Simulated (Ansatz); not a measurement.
NaF: do energies and stresses tell the same story?

Theory: DFT PBE, scalar-relativistic, plane waves, PAW in Ansatz 0.2.0.

Settings: cutoff 420 eV, Γ-centred mesh 8×8×8 on the computed 2-atom cell, Gaussian smearing of 0.02 eV; no spin polarisation.

Relaxed cell: Fm-3m, a = 4.699 Å, b = 4.699 Å, c = 4.699 Å, α = 90.00°, β = 90.00°, γ = 90.00°, 2 atoms in the primitive cell.

Energies at zero smearing and pressures from the stress tensor, at volumes with shape and atoms relaxed:
| V (Å³/atom) | E − E(first) (meV/atom) | P (GPa) |
| --- | --- | --- |
| 11.417 | 0.00 | 7.74 |
| 11.806 | -15.71 | 5.31 |
| 12.195 | -26.10 | 3.25 |
| 12.584 | -31.81 | 1.52 |
| 12.974 | -33.65 | 0.05 |
| 13.363 | -32.25 | -1.19 |
| 13.752 | -28.00 | -2.25 |
| 14.271 | -18.79 | -3.41 |

Check P = −dE/dV between neighbouring volumes, and get the bulk modulus from the pressures alone.

With 1 eV/Å³ = 160.2 GPa:
| middle V (Å³/atom) | −ΔE/ΔV (GPa) | mean P (GPa) |
| --- | --- | --- |
| 11.611 | 6.468 | 6.524 |
| 12.001 | 4.276 | 4.280 |
| 12.390 | 2.350 | 2.386 |
| 12.779 | 0.756 | 0.783 |
| 13.168 | -0.575 | -0.572 |
| 13.557 | -1.748 | -1.723 |
| 14.012 | -2.844 | -2.831 |

The two differ by 0.06 GPa at most. The mean of two end pressures misses the average over a step by about ΔV² P″/12, up to 0.03 GPa here; with that taken off 0.03 GPa remains, from the finite cutoff, the mesh or the relaxation's tolerance. Around V = 12.974 Å³/atom, the two neighbours give B = −V ΔP/ΔV = 12.974 × 2.71 / 0.778 = 45.2 GPa, against B0 = 44.8 GPa from the Birch–Murnaghan fit of the energies.